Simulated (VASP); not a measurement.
# PbSe (P4/nmm) in VASP: single point with PBEsol

Aim: the single point of PbSe with PBEsol.

All numbers are computed with VASP 6.6.1; they aren't measurements. Logs are shortened: lines on timing, memory, paths and dates and some standing lists are left out, and cuts for length are marked.

### 1 The structure

The structure is tetragonal, space group P4/nmm (No. 129). The conventional cell has a = 5.246 Å, b = 5.246 Å, c = 4.000 Å, α = 90.00°, β = 90.00°, γ = 90.00°. Pb (site symmetry 4mm) is surrounded by 4 Se at 2.97 Å. Around Se (site symmetry -4m2) lie 4 Pb at 2.97 Å.

Measurements of this composition are mostly on another form, of space group No. 225.

### 2 Single point, PBEsol

Input file INCAR:

```
ALGO     = Fast           # electronic algorithm
EDIFF    = 1E-6           # SCF threshold, eV
ENCUT    = 520            # plane-wave cutoff, eV
GGA      = PS             # functional
ISIF     = 2              # what is computed and relaxed
ISMEAR   = 0              # smearing method
LASPH    = T              # aspherical terms in the spheres
LCHARG   = F              # write CHGCAR
LREAL    = F              # projectors in reciprocal space
LWAVE    = F              # write WAVECAR
NBANDS   = 28             # bands
NELM     = 100            # most SCF steps
PREC     = Accurate       # precision mode
SIGMA    = 0.05           # smearing width, eV
```

Input file KPOINTS:

```
k-points
0
Gamma
  6 6 6
```

Input file POSCAR:

```
PbSe
1.0
    5.2456046864      0.0000000000      0.0000000000
    0.0000000000      5.2456046864      0.0000000000
    0.0000000000      0.0000000000      4.0000183395
Pb Se
2 2
Direct
    0.5000000000      0.0000000000      0.3458001588
    0.0000000000      0.5000000000      0.6541998412
    0.0000000000      0.0000000000      0.0000000000
    0.5000000000      0.5000000000      0.0000000000
```

Potentials or basis: VASP PAW PBE potentials, release 64 (Pb_d, Se).

Command:

```bash
$ cat potpaw_PBE.64/Pb_d/POTCAR potpaw_PBE.64/Se/POTCAR > POTCAR
$ mpirun -np 1 vasp_std > vasp.out
```

OUTCAR:

```text
EDIFF = 1E-6
   ENCUT = 520
   GGA = PS
   ISIF = 2
   ISMEAR = 0
   LASPH = T
   LREAL = F
   NELM = 100
   PREC = Accurate

 ion  position               nearest neighbor table
   1  0.500  0.000  0.346-   3 2.97   4 2.97   4 2.97   3 2.97   2 3.91   2 3.91   2 3.91   2 3.91

   2  0.000  0.500  0.654-   3 2.97   4 2.97   3 2.97   4 2.97   1 3.91   1 3.91   1 3.91   1 3.91

   3  0.000  0.000  0.000-   1 2.97   2 2.97   2 2.97   1 2.97
   4  0.500  0.500  0.000-   1 2.97   2 2.97   1 2.97   2 2.97

  LATTYP: Found a simple tetragonal cell.
 ALAT       =     5.2456046864
 C/A-ratio  =     0.7625466612

  Lattice vectors:

 A1 = (   5.2456046864,   0.0000000000,   0.0000000000)
 A2 = (   0.0000000000,   5.2456046864,   0.0000000000)
 A3 = (   0.0000000000,   0.0000000000,   4.0000183395)

Analysis of symmetry for initial positions (statically):
=====================================================================
 Subroutine PRICEL returns:
 Original cell was already a primitive cell.

 Routine SETGRP: Setting up the symmetry group for a
 simple tetragonal supercell.

 Subroutine GETGRP returns: Found 16 space group operations
 (whereof  8 operations were pure point group operations)
 out of a pool of 16 trial point group operations.

The static configuration has the point symmetry D_2d.
 The point group associated with its full space group is D_4h.

Analysis of symmetry for dynamics (positions and initial velocities):
=====================================================================
 Subroutine PRICEL returns:
 Original cell was already a primitive cell.

 Routine SETGRP: Setting up the symmetry group for a
 simple tetragonal supercell.

 Subroutine GETGRP returns: Found 16 space group operations
 (whereof  8 operations were pure point group operations)
 out of a pool of 16 trial point group operations.

The dynamic configuration has the point symmetry D_2d.
 The point group associated with its full space group is D_4h.

 Subroutine INISYM returns: Found 16 space group operations
 (whereof  8 operations are pure point group operations),
 and found     1 'primitive' translations

----------------------------------------------------------------------------------------

                                     Primitive cell

  volume of cell :     110.0660

  direct lattice vectors                    reciprocal lattice vectors
     5.245604686  0.000000000  0.000000000     0.190635791  0.000000000  0.000000000
     0.000000000  5.245604686  0.000000000     0.000000000  0.190635791  0.000000000
     0.000000000  0.000000000  4.000018340     0.000000000  0.000000000  0.249998854

  length of vectors
     5.245604686  5.245604686  4.000018340     0.190635791  0.190635791  0.249998854

  position of ions in fractional coordinates (direct lattice)
     0.500000000  0.000000000  0.345800159
     0.000000000  0.500000000  0.654199841
     0.000000000  0.000000000  0.000000000
     0.500000000  0.500000000  0.000000000

  ion indices of the primitive-cell ions
   primitive index   ion index
                 1           1
                 2           2
                 3           3
                 4           4

----------------------------------------------------------------------------------------

 KPOINTS: k-points

Automatic generation of k-mesh.
 Grid dimensions read from file:
 generate k-points for:    6    6    6

 Generating k-lattice:

  Cartesian coordinates                     Fractional coordinates (reciprocal lattice)
     0.031772632  0.000000000  0.000000000     0.166666667  0.000000000  0.000000000
     0.000000000  0.031772632  0.000000000     0.000000000  0.166666667  0.000000000
     0.000000000  0.000000000  0.041666476     0.000000000  0.000000000  0.166666667

  Length of vectors
     0.031772632  0.031772632  0.041666476

  Shift w.r.t. Gamma in fractional coordinates (k-lattice)
     0.000000000  0.000000000  0.000000000

 Subroutine IBZKPT returns following result:
 ===========================================

 Found     40 irreducible k-points:

 Following reciprocal coordinates:
            Coordinates               Weight
  0.000000  0.000000  0.000000      1.000000
  0.166667  0.000000  0.000000      4.000000
  0.333333  0.000000  0.000000      4.000000
  0.500000  0.000000  0.000000      2.000000
  0.166667  0.166667  0.000000      4.000000
  0.333333  0.166667  0.000000      8.000000
[... 16 lines left out ...]
  0.333333  0.000000  0.333333      8.000000
  0.500000  0.000000  0.333333      4.000000
 [... further k-points ...]
   k-points           NKPTS =     40   k-points in BZ     NKDIM =     40   number of bands    NBANDS=     28
   number of dos      NEDOS =    301   number of ions     NIONS =      4
   total plane-waves  NPLWV =  48000
   dimension x,y,z NGX =    40 NGY =   40 NGZ =   30
   dimension x,y,z NGXF=    80 NGYF=   80 NGZF=   60
   ions per type =               2   2
   NGX,Y,Z   is equivalent  to a cutoff of  12.68, 12.68, 12.47 a.u.
   NGXF,Y,Z  is equivalent  to a cutoff of  25.35, 25.35, 24.94 a.u.
 SYSTEM =  unknown system
   PREC   = accura    normal or accurate (medium, high low for compatibility)
   ISTART =      0    job   : 0-new  1-cont  2-samecut
   ICHARG =      2    charge: 1-file 2-atom 10-const
   ISPIN  =      1    spin polarized calculation?
   LNONCOLLINEAR =      F non collinear calculations
   LSORBIT =      F    spin-orbit coupling
   LASPH  =      T    aspherical Exc in radial PAW
   ENCUT  =  520.0 eV  38.22 Ry    6.18 a.u.   9.75  9.75  7.44*2*pi/ulx,y,z
   NELM   =    100;   NELMIN=  2; NELMDL= -5     # of ELM steps
   EDIFF  = 0.1E-05   stopping-criterion for ELM
   LREAL  =      F    real-space projection
   EDIFFG = 0.1E-04   stopping-criterion for IOM
   NSW    =      0    number of steps for IOM
   IBRION =     -1    ionic relax: 0-MD 1-quasi-New 2-CG
   NFREE  =      0    steps in history (QN), initial steepest desc. (CG)
   ISIF   =      2    stress and relaxation
   ISYM   =      2    0-nonsym 1-usesym 2-fastsym
   POTIM  = 0.5000    time-step for ionic-motion
   TEBEG  =    0.0;   TEEND  =   0.0 temperature during run
   PSTRESS=    0.0 pullay stress
   NELECT =      40.0000    total number of electrons
   NUPDOWN=      -1.0000    fix difference up-down
   EMIN   =  10.00;   EMAX   =-10.00  energy-range for DOS
   EFERMI =   0.00;   METHOD = LEGACY
   ISMEAR =     0;   SIGMA  =   0.05  broadening in eV -4-tet -1-fermi 0-gaus
   EFERMI_NEDOS =   21; number of points for ismear=-14 and -15
   IALGO  =     68    algorithm
   IMIX   =      4    mixing-type and parameters
     AMIX     =   0.40;   BMIX     =  1.00
     AMIX_MAG =   1.60;   BMIX_MAG =  1.00
  volume/ion in A,a.u.               =      27.52       185.69
  Fermi-wavevector in a.u.,A,eV,Ry     =   1.168272  2.207713 18.570026  1.364858
  Thomas-Fermi vector in A             =   2.304760
   LORBIT       =      0    0 simple, 1 ext, 2 COOP (PROOUT), +10 PAW based schemes
   GGA     = PS    functional components
   LHFCALC =     F    Hartree Fock is set to
   AEXX    =    0.0000 exact exchange contribution
   IVDW    =     0    specifies the selected vdW correction
   LEPSILON=     F    determine dielectric tensor
   LRPA    =     F    only Hartree local field effects (RPA)
 non-spin polarized calculation
 RMM-DIIS sequential band-by-band and
 Gauss-broadening in eV      SIGMA  =   0.05
  energy-cutoff  :      520.00
  volume of cell :      110.07
 maximum number of plane-waves:      2996
 NGX is ok and might be reduce to    40
   NGX = 19   NGY = 19   NGZ = 15

 number of electron      39.9999990 magnetization

 Free energy of the ion-electron system (eV)
  ---------------------------------------------------
  ext. energy  EPLUGINS =         0.00000000
  ---------------------------------------------------
  free energy    TOTEN  =       -17.16142302 eV

  energy without entropy =      -17.16131809  energy(sigma->0) =      -17.16137056

 E-fermi :   5.0852     XC(G=0):  -9.9672

 val. band max:        4.9984267391   @ k =   0.3333   0.0000   0.1667
 cond. band min:       5.1717277678   @ k =   0.1667   0.1667   0.3333
 fundamental gap:      0.1733010287
 Fermi energy:         5.0851959647

 k-point     1 :       0.0000    0.0000    0.0000
  band No.  band energies     occupation
      1     -11.6740      2.00000
      2     -11.6240      2.00000
      3     -11.6229      2.00000
      4     -11.6082      2.00000
      5     -11.5784      2.00000
      6     -11.5784      2.00000
[... 20 lines left out ...]
     27      10.5081      0.00000
     28      11.3835      0.00000

 k-point     2 :       0.1667    0.0000    0.0000
  band No.  band energies     occupation
      1     -11.6614      2.00000
      2     -11.6249      2.00000
      3     -11.6242      2.00000
      4     -11.6035      2.00000
      5     -11.5784      2.00000
      6     -11.5758      2.00000
[... 20 lines left out ...]
     27      11.1321      0.00000
     28      11.9928      0.00000

 k-point     3 :       0.3333    0.0000    0.0000
  band No.  band energies     occupation
      1     -11.6291      2.00000
      2     -11.6277      2.00000
      3     -11.6257      2.00000
      4     -11.5920      2.00000
      5     -11.5790      2.00000
      6     -11.5704      2.00000
[... 20 lines left out ...]
     27      11.8178      0.00000
     28      12.3703      0.00000

 k-point     4 :       0.5000    0.0000    0.0000
  band No.  band energies     occupation
      1     -11.6280      2.00000
      2     -11.6280      2.00000
      3     -11.5911      2.00000
      4     -11.5911      2.00000
      5     -11.5825      2.00000
      6     -11.5825      2.00000
[... 578 lines left out ...]
     27      11.5394      0.00000
     28      14.3956      0.00000

 k-point    23 :       0.3333    0.0000    0.3333
  band No.  band energies     occupation
      1     -11.6360      2.00000
      2     -11.6234      2.00000
      3     -11.6177      2.00000
      4     -11.5999      2.00000
      5     -11.5831      2.00000
      6     -11.5595      2.00000
[... 20 lines left out ...]
     27      12.7608      0.00000
     28      14.0974      0.00000

 k-point    24 :       0.5000    0.0000    0.3333
  band No.  band energies     occupation
      1     -11.6361      2.00000
      2     -11.6361      2.00000
      3     -11.6118      2.00000
      4     -11.6118      2.00000
      5     -11.5663      2.00000
      6     -11.5663      2.00000
[... 20 lines left out ...]
     27      14.2624      0.00000
     28      14.2957      0.00000

 [... further k-points ...]

------------------------ aborting loop because EDIFF is reached ----------------------------------------

  FORCE on cell =-STRESS in cart. coord.  units (eV):
  Direction    XX          YY          ZZ          XY          YZ          ZX
  --------------------------------------------------------------------------------------
  -------------------------------------------------------------------------------------
  Total       -0.0013614     -0.0013614     -0.0266673      0.0000000      0.0000000      0.0000000
  in kB       -0.0198175     -0.0198175     -0.3881833      0.0000000      0.0000000      0.0000000
  external PRESSURE =      -0.1426061 kB  Pullay stress =       0.0000000 kB

 VOLUME and BASIS-vectors are now :
 -----------------------------------------------------------------------------
  energy-cutoff  :      520.00
  volume of cell :      110.07
      direct lattice vectors                 reciprocal lattice vectors
     5.245604686  0.000000000  0.000000000     0.190635791  0.000000000  0.000000000
     0.000000000  5.245604686  0.000000000     0.000000000  0.190635791  0.000000000
     0.000000000  0.000000000  4.000018340     0.000000000  0.000000000  0.249998854

 POSITION                                       TOTAL-FORCE (eV/Angst)
 -----------------------------------------------------------------------------------
      2.62280      0.00000      1.38321         0.000000     -0.000000      0.006607
      0.00000      2.62280      2.61681         0.000000      0.000000     -0.006607
      0.00000      0.00000      0.00000         0.000000      0.000000      0.000000
      2.62280      2.62280      0.00000        -0.000000     -0.000000      0.000000
 -----------------------------------------------------------------------------------
    total drift:                               -0.000000      0.000000      0.000000

  FREE ENERGIE OF THE ION-ELECTRON SYSTEM (eV)
  ---------------------------------------------------
  free  energy   TOTEN  =       -17.1614230247 eV

  energy  without entropy=      -17.1613180911  energy(sigma->0) =      -17.16137056
```

Run time: 43 s. Hardware: 1 thread of Intel Xeon 6975P-C (Granite Rapids), shared host; peak memory 0.27 GiB.

Results:

- Free energy: -17.1614 eV
- Pressure: 0.0 GPa
- Largest force: 0.007 eV/Å
- Band gap on the k mesh: 0.17 eV, indirect (least direct gap 0.53 eV)

Forces on the atoms (eV/Å):
```
Pb   0.000  0.000  0.007
Pb   0.000  0.000 -0.007
Se   0.000  0.000  0.000
Se   0.000  0.000  0.000
```

Levels at points of the mesh, in eV from the valence-band top:
```
           k point  band 17  band 18  band 19  band 20  band 21  band 22  band 23  band 24
(0.00, 0.00, 0.00)    -1.50    -1.50    -1.27    -0.23     2.33     4.60     4.60     4.62
(0.50, 0.00, 0.00)    -1.25    -1.25    -0.40    -0.40     1.87     1.87     4.73     4.73
(0.50, 0.50, 0.00)    -0.49    -0.49    -0.18    -0.18     0.57     0.57     3.37     3.37
(0.00, 0.00, 0.50)    -1.99    -1.46    -1.19    -1.19     0.55     0.70     0.70     0.84
(0.50, 0.00, 0.50)    -2.29    -2.29    -1.58    -1.58     1.89     1.89     2.78     2.78
(0.50, 0.50, 0.50)    -3.76    -3.76    -0.03    -0.03     4.29     4.29     4.30     4.30
```

Caveat: the PAW data sets were made with another functional, which shifts forces and pressure a little; spin-orbit coupling is left out, which as a rule narrows the gap of such compounds by several tenths of an eV. A k mesh can miss the band edges.
